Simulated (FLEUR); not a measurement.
# 1 ML V on Au(001), 3 substrate layers: which magnetic order is lowest, part 2 of 3

Wanted: the moments of 1 ML V on Au(001), 3 substrate layers and the energy of each order that was tried.

FLEUR MaX-R8.1; PBE; all-electron FLAPW film, Dirac cores, scalar-relativistic bands.

So far, largest spin moment in the muffin-tin sphere (μB): step 2 (start 1: ferro +) 2.36.

### 3. Order 2, typed as antiferro q=(1/2,1/2,0) +-

An opposed order shows whether neighbours prefer unlike signs.

This order needs a doubled cell of 8 atoms. The mesh is halved along the doubled vector, so that both cells sample the same points. The k list default-1 (kpts.xml, not shown) is a Γ-centred 12×6×1 mesh.

inp.xml reads:

```
<?xml version="1.0" encoding="UTF-8" standalone="no"?>
<fleurInput fleurInputVersion="0.39">
   <comment>
      VAu3
   </comment>
   <calculationSetup>
      <cutoffs Kmax="3.6" Gmax="10.8" GmaxXC="10.8" numbands="0"/>
      <scfLoop itmax="140" minDistance="0.00002" maxIterBroyd="15" imix="Anderson" alpha="0.03" precondParam="0.0" spinf="2.0" sdNocoIR="T"/>
      <coreElectrons ctail="T" frcor="F" kcrel="0" coretail_lmax="0"/>
      <xcFunctional name="pbe" relativisticCorrections="F"/>
      <magnetism jspins="2"/>
      <soc l_soc="F" theta="0.0" phi="0.0" spav="F"/>
      <expertModes spex="0" secvar="F"/>
      <geometryOptimization l_f="F" forcealpha="1.0" forcemix="BFGS" epsdisp="0.00001" epsforce="0.00001"/>
      <ldaU l_linMix="F" mixParam="0.05" spinf="1.0"/>
   </calculationSetup>
   <cell>
      <bzIntegration valenceElectrons="128.0" mode="hist" fermiSmearingEnergy="0.00183747">
         <kPointListSelection listName="default-1"/>
         <xi:include xmlns:xi="http://www.w3.org/2001/XInclude" href="kpts.xml"> </xi:include>
      </bzIntegration>
      <xi:include xmlns:xi="http://www.w3.org/2001/XInclude" href="sym.xml"> </xi:include>
      <filmLattice scale="1.0" dVac="16.92" dTilda="19.42">
         <bravaisMatrixFilm>
            <row-1>    5.4384900571394548     5.4384900571394548</row-1>
            <row-2>    0.0000000000000000    10.8769801142789095</row-2>
         </bravaisMatrixFilm>
         <vacuumEnergyParameters vacuum="1" spinUp="-.25" spinDown="-.25"/>
         <vacuumEnergyParameters vacuum="2" spinUp="-.25" spinDown="-.25"/>
      </filmLattice>
   </cell>
   <atomSpecies>
      <species name="Gold (Au)" element="Au" atomicNumber="79">
         <mtSphere radius="2.47" gridPoints="817" logIncrement="0.016"/>
         <atomicCutoffs lmax="10" lnonsphr="8"/>
         <electronConfig flipSpins="F">
            <coreConfig>(1s1/2) (2s1/2) (2p1/2) (2p3/2) (3s1/2) (3p1/2) (3p3/2) (4s1/2) (3d3/2) (3d5/2) (4p1/2) (4p3/2) (5s1/2) (4d3/2) (4d5/2) (4f5/2) (4f7/2)</coreConfig>
            <valenceConfig>(5p1/2) (5p3/2) (6s1/2) (5d3/2) (5d5/2)</valenceConfig>
            <stateOccupation state="(6s1/2)" spinUp="0.500000" spinDown="0.500000"/>
         </electronConfig>
         <energyParameters s="6" p="6" d="5" f="5"/>
         <lo type="SCLO" l="1" n="5" eDeriv="0"/>
      </species>
      <species name="Vanadium (2.501" element="V" atomicNumber="23">
         <mtSphere radius="2.47" gridPoints="817" logIncrement="0.015"/>
         <atomicCutoffs lmax="10" lnonsphr="8"/>
         <electronConfig flipSpins="F">
            <coreConfig>(1s1/2) (2s1/2) (2p1/2) (2p3/2)</coreConfig>
            <valenceConfig>(3s1/2) (3p1/2) (3p3/2) (4s1/2) (3d3/2) (3d5/2)</valenceConfig>
            <stateOccupation state="(3d3/2)" spinUp="0.9505" spinDown="0.2495"/>
            <stateOccupation state="(3d5/2)" spinUp="1.8" spinDown="0.0"/>
         </electronConfig>
         <energyParameters s="4" p="4" d="3" f="4"/>
         <lo type="SCLO" l="0" n="3" eDeriv="0"/>
         <lo type="SCLO" l="1" n="3" eDeriv="0"/>
      </species>
      <species name="Vanadium (-2.501" element="V" atomicNumber="23">
         <mtSphere radius="2.47" gridPoints="817" logIncrement="0.015"/>
         <atomicCutoffs lmax="10" lnonsphr="8"/>
         <electronConfig flipSpins="F">
            <coreConfig>(1s1/2) (2s1/2) (2p1/2) (2p3/2)</coreConfig>
            <valenceConfig>(3s1/2) (3p1/2) (3p3/2) (4s1/2) (3d3/2) (3d5/2)</valenceConfig>
            <stateOccupation state="(3d3/2)" spinUp="0.2495" spinDown="0.9505"/>
            <stateOccupation state="(3d5/2)" spinUp="0.0" spinDown="1.8"/>
         </electronConfig>
         <energyParameters s="4" p="4" d="3" f="4"/>
         <lo type="SCLO" l="0" n="3" eDeriv="0"/>
         <lo type="SCLO" l="1" n="3" eDeriv="0"/>
      </species>
   </atomSpecies>
   <atomGroups>
      <atomGroup species="Gold (Au)">
         <filmPos label="                   1">.0000000000 .0000000000 -5.5918231710</filmPos>
         <filmPos label="                   2">.0000000000 1.000/2.000 -5.5918231710</filmPos>
         <force calculate="T" relaxXYZ="TTT"/>
      </atomGroup>
      <atomGroup species="Gold (Au)">
         <filmPos label="                   3">1.000/2.000 .0000000000 -1.7462057570</filmPos>
         <force calculate="T" relaxXYZ="TTT"/>
      </atomGroup>
      <atomGroup species="Gold (Au)">
         <filmPos label="                   4">1.000/2.000 1.000/2.000 -1.7462057570</filmPos>
         <force calculate="T" relaxXYZ="TTT"/>
      </atomGroup>
      <atomGroup species="Gold (Au)">
         <filmPos label="                   5">.0000000000 .0000000000 2.0993739333</filmPos>
         <filmPos label="                   6">.0000000000 1.000/2.000 2.0993739333</filmPos>
         <force calculate="T" relaxXYZ="TTT"/>
      </atomGroup>
      <atomGroup species="Vanadium (2.501">
         <filmPos label="                   7">1.000/2.000 .0000000000 5.5918231710</filmPos>
         <force calculate="T" relaxXYZ="TTT"/>
      </atomGroup>
      <atomGroup species="Vanadium (-2.501">
         <filmPos label="                   8">1.000/2.000 1.000/2.000 5.5918231710</filmPos>
         <force calculate="T" relaxXYZ="TTT"/>
      </atomGroup>
   </atomGroups>
   <output dos="F" band="F" slice="F">
      <bandDOS minEnergy="-.5*Htr" maxEnergy="0.5*Htr" sigma="0.015" storeEVData="T"/>
      <plotting iplot="0" polar="F">
         <plot TwoD="T" vec1="  1.0  0.0  0.0" vec2="  0.0  1.0  0.0" vec3="  0.0  0.0  1.0" zero="  0.0  0.0 -0.5" file="plot"/>
      </plotting>
      <moessbauerParams electricFieldGradient="F" isomerShift="F" coreHyperfine="F" valenceHyperfine="F"/>
   </output>
</fleurInput>
```

crystal.txt reads:

```
VAu3
&input film=T cartesian=F /
2.87792500000  2.87792500000  0.00000000000
0.00000000000  5.75585000000  0.00000000000
0.00000000000  0.00000000000  1.00000000000
1.8897261246
1.0 1.0 1.0

8
79 0.00000000000  0.00000000000  -5.59182317100
79 0.00000000000  0.50000000000  -5.59182317100
79 0.50000000000  0.00000000000  -1.74620575703
79 0.50000000000  0.50000000000  -1.74620575703
79 0.00000000000  0.00000000000  2.09937393335
79 0.00000000000  0.50000000000  2.09937393335
23 0.50000000000  0.00000000000  5.59182317100 : 2.501
23 0.50000000000  0.50000000000  5.59182317100 : -2.501

&kpt div1=12 div2=6 div3=1 gamma=T /
```

The run is started by

```
$ OMP_NUM_THREADS=1 inpgen -f crystal.txt > inpgen.log  # inp.xml is then edited as shown
$ OMP_NUM_THREADS=1 mpirun -n 4 fleur_MPI > fleur.log
```

The log of the run:

```text
[banner, memory and clock lines left out]
Welcome to FLEUR        (www.flapw.de)
      MaX-Release 8.1          (www.max-centre.eu)

 ========== k-point set info ==========
 Selected k-point list: default-1
 k-point list type: mesh
 0 x 0 x 0
 Number of k points: 28

 ------------Calculation Setup---------------------------
 Number of PE/node        :            4
 Number of OMP-threads    :            1
 k-points in parallel     :            4
 pe's per k-point         :            1
 No of k-point loops      :            7
 Eigenvalue solver        :       lapack
 Number of basis functions:          964
 Approximate size of matrices (H+S) per k-point:         0.028 GB
 Iteration:     1   Distance:      63.57423472 me/bohr^3
 Iteration:     2   Distance:      37.84094046 me/bohr^3
 Iteration:     3   Distance:      18.85931352 me/bohr^3
 Iteration:     4   Distance:      13.87254187 me/bohr^3
 Iteration:     5   Distance:      12.13866714 me/bohr^3
 Iteration:     6   Distance:      10.93320376 me/bohr^3
 Iteration:     7   Distance:       6.43078317 me/bohr^3
 Iteration:     8   Distance:       6.70730500 me/bohr^3
 Iteration:     9   Distance:       4.04057150 me/bohr^3
 Iteration:    10   Distance:       5.59702604 me/bohr^3
[... 34 iterations left out ...]
 Iteration:    45   Distance:       0.00067873 me/bohr^3
 Iteration:    46   Distance:       0.00040611 me/bohr^3
 Iteration:    47   Distance:       0.00039513 me/bohr^3
 Iteration:    48   Distance:       0.00034444 me/bohr^3
 Iteration:    49   Distance:       0.00032632 me/bohr^3
 Iteration:    50   Distance:       0.00018529 me/bohr^3
 Iteration:    51   Distance:       0.00009709 me/bohr^3
 Iteration:    52   Distance:       0.00007069 me/bohr^3
 Iteration:    53   Distance:       0.00003357 me/bohr^3
 Iteration:    54   Distance:       0.00001794 me/bohr^3

 ********************************************************************
 Run finished successfully
 Stop message:
   all done
 ********************************************************************

--- out.xml (last complete iteration) ---
<iteration numberForCurrentRun="   54" overallNumber="   54">
         [... left out ...]
         <bandgap value="0.0000000028" units="eV"/>
         <sumValenceSingleParticleEnergies value="-133.0714388017" units="Htr"/>
         <FermiEnergy value="-0.1652551609" units="Htr"/>
         <valenceDensity>
            <mtCharges spin="1">
               <mtCharge atomType="1" total="7.6484514" s="0.2458130" p="3.0901573" d="4.2994027" f="0.0101111"/>
               <mtCharge atomType="2" total="7.6754323" s="0.2396404" p="3.1397583" d="4.2755897" f="0.0160089"/>
               <mtCharge atomType="3" total="7.6971468" s="0.2434054" p="3.1358549" d="4.2973468" f="0.0160913"/>
               <mtCharge atomType="4" total="7.7197629" s="0.2868167" p="3.1670916" d="4.2456539" f="0.0161041"/>
               <mtCharge atomType="5" total="6.8301432" s="1.1479684" p="3.0877304" d="2.5825826" f="0.0088602"/>
               <mtCharge atomType="6" total="4.7315109" s="1.1277128" p="3.0917811" d="0.4978682" f="0.0106243"/>
            </mtCharges>
            <mtCharges spin="2">
               <mtCharge atomType="1" total="7.6484514" s="0.2458130" p="3.0901573" d="4.2994027" f="0.0101111"/>
               <mtCharge atomType="2" total="7.6971468" s="0.2434054" p="3.1358549" d="4.2973468" f="0.0160913"/>
               <mtCharge atomType="3" total="7.6754323" s="0.2396404" p="3.1397583" d="4.2755897" f="0.0160089"/>
               <mtCharge atomType="4" total="7.7197629" s="0.2868167" p="3.1670916" d="4.2456539" f="0.0161041"/>
               <mtCharge atomType="5" total="4.7315109" s="1.1277128" p="3.0917811" d="0.4978682" f="0.0106243"/>
               <mtCharge atomType="6" total="6.8301432" s="1.1479684" p="3.0877304" d="2.5825826" f="0.0088602"/>
            </mtCharges>
            <spinDependentCharge spin="1" total="64.0000003" interstitial="6.0845527" mtSpheres="57.6706619" vacuum1="0.1392488" vacuum2="0.1055370"/>
            <spinDependentCharge spin="2" total="64.0000003" interstitial="6.0845527" mtSpheres="57.6706619" vacuum1="0.1392487" vacuum2="0.1055370"/>
            <totalCharge value="128.0000005316"/>
         </valenceDensity>
         [... left out ...]
         <magneticMomentsInMTSpheres units="muBohr">
            <globalMagMoment atomType="1" vec="0.00000   0.00000   0.00000"/>
            <localMagMoment atomType="1" vec="0.00000   0.00000   0.00000"/>
            <globalMagMoment atomType="2" vec="0.00000   0.00000  -0.02171"/>
            <localMagMoment atomType="2" vec="0.00000   0.00000  -0.02171"/>
            <globalMagMoment atomType="3" vec="0.00000   0.00000   0.02171"/>
            <localMagMoment atomType="3" vec="0.00000   0.00000   0.02171"/>
            <globalMagMoment atomType="4" vec="0.00000   0.00000   0.00000"/>
            <localMagMoment atomType="4" vec="0.00000   0.00000   0.00000"/>
            <globalMagMoment atomType="5" vec="0.00000   0.00000   2.09863"/>
            <localMagMoment atomType="5" vec="0.00000   0.00000   2.09863"/>
            <globalMagMoment atomType="6" vec="0.00000   0.00000  -2.09863"/>
            <localMagMoment atomType="6" vec="0.00000   0.00000  -2.09863"/>
         </magneticMomentsInMTSpheres>
         [... left out ...]
         <totalEnergy value="  -116186.0355074535" units="Htr">
            <sumOfEigenvalues value="   -71649.9364273128">
               <coreElectrons value="-71516.8649885111"/>
               <valenceElectrons value="-133.0714388017"/>
            </sumOfEigenvalues>
            <densityCoulombPotentialIntegral value="-201912.5749108341"/>
            <densityEffectivePotentialIntegral value="-204900.5302670244"/>
            <chargeDenXCDenIntegral value="-2283.9658597091"/>
            <FockExchangeEnergyValence value="0.0000000000"/>
            <FockExchangeEnergyCore value="0.0000000000"/>
         [... left out ...]
            <atomTypeDependentContributions atomType="4">
[... rest left out ...]
```

Run time: 21 min. Hardware: 4 MPI ranks of Arm Neoverse V1, shared host; peak memory 1 GiB; 82 min of CPU time.

Spin moment in the muffin-tin sphere by atom:

```csv
atom,spin moment in the muffin-tin sphere (μB)
Au1,0.00
Au2,0.00
Au3,-0.02
Au4,0.02
Au5,0.00
Au6,0.00
V7,2.10
V8,-2.10
```

Numbers from this step:

```yaml
free_energy: -3161583.1742 eV
program_s_band_gap_on_this_mesh_in_a_metal_only_a_level_spacing: 2.80e-9 eV
magnetization: 0 μB
final_state: antiferromagnetic
```

It lies 61.3 meV a seeded atom under the first start, and its largest moment is 2.10 μB against 2.36 μB.

### 4. Run 3 (no spin polarisation)

A spinless run gives the zero against which the gain from the moments is read.

The k list default-1 (kpts.xml, not shown) is a Γ-centred 12×12×1 mesh.

inp.xml reads:

```
<?xml version="1.0" encoding="UTF-8" standalone="no"?>
<fleurInput fleurInputVersion="0.39">
   <comment>
      VAu3
   </comment>
   <calculationSetup>
      <cutoffs Kmax="3.6" Gmax="10.8" GmaxXC="10.8" numbands="0"/>
      <scfLoop itmax="140" minDistance="0.00002" maxIterBroyd="15" imix="Anderson" alpha="0.03" precondParam="0.0" spinf="2.0" sdNocoIR="T"/>
      <coreElectrons ctail="T" frcor="F" kcrel="0" coretail_lmax="0"/>
      <xcFunctional name="pbe" relativisticCorrections="F"/>
      <magnetism jspins="1"/>
      <soc l_soc="F" theta="0.0" phi="0.0" spav="F"/>
      <expertModes spex="0" secvar="F"/>
      <geometryOptimization l_f="F" forcealpha="1.0" forcemix="BFGS" epsdisp="0.00001" epsforce="0.00001"/>
      <ldaU l_linMix="F" mixParam="0.05" spinf="1.0"/>
   </calculationSetup>
   <cell>
      <bzIntegration valenceElectrons="64.0" mode="hist" fermiSmearingEnergy="0.00183747">
         <kPointListSelection listName="default-1"/>
         <xi:include xmlns:xi="http://www.w3.org/2001/XInclude" href="kpts.xml"> </xi:include>
      </bzIntegration>
      <xi:include xmlns:xi="http://www.w3.org/2001/XInclude" href="sym.xml"> </xi:include>
      <filmLattice scale="1.0" dVac="16.92" dTilda="19.42">
         <bravaisMatrixFilm>
            <row-1>    5.4384900571394548     0.0000000000000000</row-1>
            <row-2>    0.0000000000000000     5.4384900571394548</row-2>
         </bravaisMatrixFilm>
         <vacuumEnergyParameters vacuum="1" spinUp="-.25" spinDown="-.25"/>
         <vacuumEnergyParameters vacuum="2" spinUp="-.25" spinDown="-.25"/>
      </filmLattice>
   </cell>
   <atomSpecies>
      <species name="Gold (Au)" element="Au" atomicNumber="79">
         <mtSphere radius="2.47" gridPoints="817" logIncrement="0.016"/>
         <atomicCutoffs lmax="10" lnonsphr="8"/>
         <electronConfig flipSpins="F">
            <coreConfig>(1s1/2) (2s1/2) (2p1/2) (2p3/2) (3s1/2) (3p1/2) (3p3/2) (4s1/2) (3d3/2) (3d5/2) (4p1/2) (4p3/2) (5s1/2) (4d3/2) (4d5/2) (4f5/2) (4f7/2)</coreConfig>
            <valenceConfig>(5p1/2) (5p3/2) (6s1/2) (5d3/2) (5d5/2)</valenceConfig>
            <stateOccupation state="(6s1/2)" spinUp="0.500000" spinDown="0.500000"/>
         </electronConfig>
         <energyParameters s="6" p="6" d="5" f="5"/>
         <lo type="SCLO" l="1" n="5" eDeriv="0"/>
      </species>
      <species name="Vanadium (V)" element="V" atomicNumber="23">
         <mtSphere radius="2.47" gridPoints="817" logIncrement="0.015"/>
         <atomicCutoffs lmax="10" lnonsphr="8"/>
         <electronConfig flipSpins="F">
            <coreConfig>(1s1/2) (2s1/2) (2p1/2) (2p3/2)</coreConfig>
            <valenceConfig>(3s1/2) (3p1/2) (3p3/2) (4s1/2) (3d3/2) (3d5/2)</valenceConfig>
            <stateOccupation state="(3d3/2)" spinUp="0.600000" spinDown="0.600000"/>
            <stateOccupation state="(3d5/2)" spinUp="0.900000" spinDown="0.900000"/>
         </electronConfig>
         <energyParameters s="4" p="4" d="3" f="4"/>
         <lo type="SCLO" l="0" n="3" eDeriv="0"/>
         <lo type="SCLO" l="1" n="3" eDeriv="0"/>
      </species>
   </atomSpecies>
   <atomGroups>
      <atomGroup species="Gold (Au)">
         <filmPos label="                   1">.0000000000 .0000000000 -5.5918231710</filmPos>
         <force calculate="T" relaxXYZ="TTT"/>
      </atomGroup>
      <atomGroup species="Gold (Au)">
         <filmPos label="                   2">1.000/2.000 1.000/2.000 -1.7462057570</filmPos>
         <force calculate="T" relaxXYZ="TTT"/>
      </atomGroup>
      <atomGroup species="Gold (Au)">
         <filmPos label="                   3">.0000000000 .0000000000 2.0993739333</filmPos>
         <force calculate="T" relaxXYZ="TTT"/>
      </atomGroup>
      <atomGroup species="Vanadium (V)">
         <filmPos label="                   4">1.000/2.000 1.000/2.000 5.5918231710</filmPos>
         <force calculate="T" relaxXYZ="TTT"/>
      </atomGroup>
   </atomGroups>
   <output dos="F" band="F" slice="F">
      <bandDOS minEnergy="-.5*Htr" maxEnergy="0.5*Htr" sigma="0.015" storeEVData="T"/>
      <plotting iplot="0" polar="F">
         <plot TwoD="T" vec1="  1.0  0.0  0.0" vec2="  0.0  1.0  0.0" vec3="  0.0  0.0  1.0" zero="  0.0  0.0 -0.5" file="plot"/>
      </plotting>
      <moessbauerParams electricFieldGradient="F" isomerShift="F" coreHyperfine="F" valenceHyperfine="F"/>
   </output>
</fleurInput>
```

crystal.txt reads:

```
VAu3
&input film=T cartesian=F /
2.87792500000  0.00000000000  0.00000000000
0.00000000000  2.87792500000  0.00000000000
0.00000000000  0.00000000000  1.00000000000
1.8897261246
1.0 1.0 1.0

4
79 0.00000000000  0.00000000000  -5.59182317100
79 0.50000000000  0.50000000000  -1.74620575703
79 0.00000000000  0.00000000000  2.09937393335
23 0.50000000000  0.50000000000  5.59182317100

&kpt div1=12 div2=12 div3=1 gamma=T /
```

The log of the run:

```text
[banner, memory and clock lines left out]
Welcome to FLEUR        (www.flapw.de)
      MaX-Release 8.1          (www.max-centre.eu)

 ========== k-point set info ==========
 Selected k-point list: default-1
 k-point list type: mesh
 12 x 12 x 1
 Number of k points: 28

 [... set-up left out ...]
 Iteration:     1   Distance:      71.08102551 me/bohr^3
 Iteration:     2   Distance:      39.51082684 me/bohr^3
 Iteration:     3   Distance:      20.77188251 me/bohr^3
 Iteration:     4   Distance:      14.11094824 me/bohr^3
 Iteration:     5   Distance:      13.46216260 me/bohr^3
[...]
<FermiEnergy value="-0.1670247558" units="Htr"/>
         [... left out ...]
         <totalEnergy value="   -58093.0112410909" units="Htr">
            <sumOfEigenvalues value="   -35825.6196516565">
               <coreElectrons value="-35758.8644472253"/>
               <valenceElectrons value="-66.7552044312"/>
            </sumOfEigenvalues>
         [... left out ...]
            <freeEnergy value="-58093.0124361978"/>
            <extrapolationTo0K value="-58093.0118386444"/>
         </totalEnergy>
         <densityConvergence units="me/bohr^3">
            <chargeDensity spin="1" distance="0.0000150559"/>
         </densityConvergence>
      </iteration>
```

Run time: 86 s. Hardware: 4 MPI ranks; peak memory 0.34 GiB.

Read from the output:

| Property | Result |
| --- | --- |
| free energy | -1580791.3996 eV |
| program's band gap on this mesh (in a metal only a level spacing) | 0.008947 eV |
| final state | non-magnetic (no spin polarisation) |

It lies 126 meV a seeded atom over the first start.

### 5. Ranking

Free energies are divided by the number of seeded atoms, so that cells of unlike size compare. Wavevectors q in the names are fractions of the primitive cell's reciprocal vectors.

Orders:

```
                     start        final state  typed order kept  energy over the lowest (meV a seeded atom)  largest sphere moment (μB)  net moment (μB a primitive cell)  mesh matched  CPU time (s)
                   ferro +      ferromagnetic               yes                                       61.25                       2.363                             2.977           yes         814.2
antiferro q=(1/2,1/2,0) +-  antiferromagnetic               yes                                           0                       2.099                                 0           yes          4943
      no spin polarisation       non-magnetic                 -                                       187.5                           0                                 0           yes         344.7
```

[end of part 2 of 3]

[Logs and program files are shortened in this print: banners, set-up blocks, solver, clock and traceback lines can be left out without a mark of their own.]

[Logs are printed without paths, hosts, clocks, repeated set-up lines and the standing remarks that a program may print on its own settings, such as how far it seeks lower states.]

[Hosts, paths, dates, database ids (printed as entryN), source tags and the programs' standing remarks are cut or masked in the printed files.]

[Where a cell is said to come from a database of computed structures, the database is the Materials Project.]
